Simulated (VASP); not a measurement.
Here is a VASP 6.6.1 calculation.

The input INCAR:

```
  PREC = Accurate
  ENCUT = 520
  EDIFF = 1E-8
  ISMEAR = -1
  SIGMA = 0.2
  LREAL = False
  LASPH = True
  NELM = 100
  ALGO = Fast
  ISIF = 2
  LWAVE = False
  LCHARG = True
  GGA = PS
  NBANDS = 10
  IBRION = 8
  NSW = 1
```

KPOINTS

```
Automatic mesh
0
Gamma
  12 12 6
```

POSCAR

```
Li
1.0
    3.1110000000      0.0000000000      0.0000000000
   -1.5555000000      2.6942050300      0.0000000000
    0.0000000000      0.0000000000      5.0930000000
Li
2
Direct
    0.3333333300      0.6666666700      0.2500000000
    0.6666666700      0.3333333300      0.7500000000
```

Potentials or basis: VASP PAW PBE potentials, release 64 (Li_sv).

The run is started by

```bash
$ cat potpaw_PBE.64/Li_sv/POTCAR > POTCAR
$ mpirun -np 1 vasp_std > vasp.out
```

Problem. Predict the highest phonon frequency at Γ.

Solution. 299 cm⁻¹.

Phonon frequencies in cm⁻¹ (negative: imaginary):
| q point | frequencies |
| --- | --- |
| (0.000, 0.000, 0.000) | 0 0 0 111 111 299 |
